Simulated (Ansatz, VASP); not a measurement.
**One calculation of B, two programs**

POSCAR

```
B
1.0
    1.8590183402      0.0000000000      0.0000000000
    0.0000000000      1.8590183402      0.0000000000
    0.0000000000      0.0000000000      1.8590183402
B
1
Direct
    0.0000000000      0.0000000000      0.0000000000
```

File INCAR.step1:

```
SYSTEM = B
PREC = Accurate
ENCUT = 520
ISMEAR = -1
SIGMA = 0.1
LREAL = .FALSE.
LASPH = .TRUE.
NELM = 100
NBANDS = 8
GGA = PE
ALGO = Normal
EDIFF = 1E-4
LWAVE = .TRUE.
LCHARG = .FALSE.
```

Contents of INCAR.step2:

```
SYSTEM = B
PREC = Accurate
ENCUT = 520
EDIFF = 1E-6
ISMEAR = -1
SIGMA = 0.1
LREAL = .FALSE.
LASPH = .TRUE.
NELM = 100
ALGO = Normal
ISIF = 2
LWAVE = .FALSE.
LCHARG = .FALSE.
METAGGA = R2SCAN
LMIXTAU = .TRUE.
NBANDS = 8
ISTART = 1
```

KPOINTS

```
regular mesh
0
G
  19 19 19
  0 0 0
```

Input for Ansatz:

```yaml
crystal:
  lattice:
    - [1.8590183402, 0.0, 0.0]
    - [0.0, 1.8590183402, 0.0]
    - [0.0, 0.0, 1.8590183402]
  atoms:
    - { symbol: B, position: [0.0, 0.0, 0.0] }
hamiltonian:
  xc: r2scan
  pseudopotentials:
    kind: paw
    azcp:
      B: "pseudopotentials/B.paw.azcp"
basis:
  ecutwfc: 500
  fft_grid_basis: typed
kpoints:
  mp_grid: { grid: [19, 19, 19], shift: [0, 0, 0] }
magnetization:
  spin_polarized: false
scf:
  occupations: { method: fermi_dirac, width: 0.1 }
  lower_state_search: "off"
output:
  stress: true
  write_density: true
  write_potential: true
  elf: true
  volumetric_format: npy
```

Alike in both runs: task single point; functional r2SCAN; k mesh 19 × 19 × 19; occupations fermi-dirac, width 0.1 eV; no spin polarisation.

|  | VASP | Ansatz |
| --- | --- | --- |
| version | VASP 6.6.1 | Ansatz 0.2.0 |
| potentials or method | VASP PAW PBE potentials, release 64 (B) | plane waves (500 eV) with PAW, scalar-relativistic |
| plane-wave cutoff (eV) | 520 | 500 |
| valence electrons in the cell | 3 | 3 |

VASP gave:

```
pressure (GPa) : 10.6
```

Task: What did Ansatz give for the same quantities?

Result: Pressure (GPa): 10.5.

Caveats: the PAW data sets were made with another functional, which shifts forces and pressure a little (VASP).
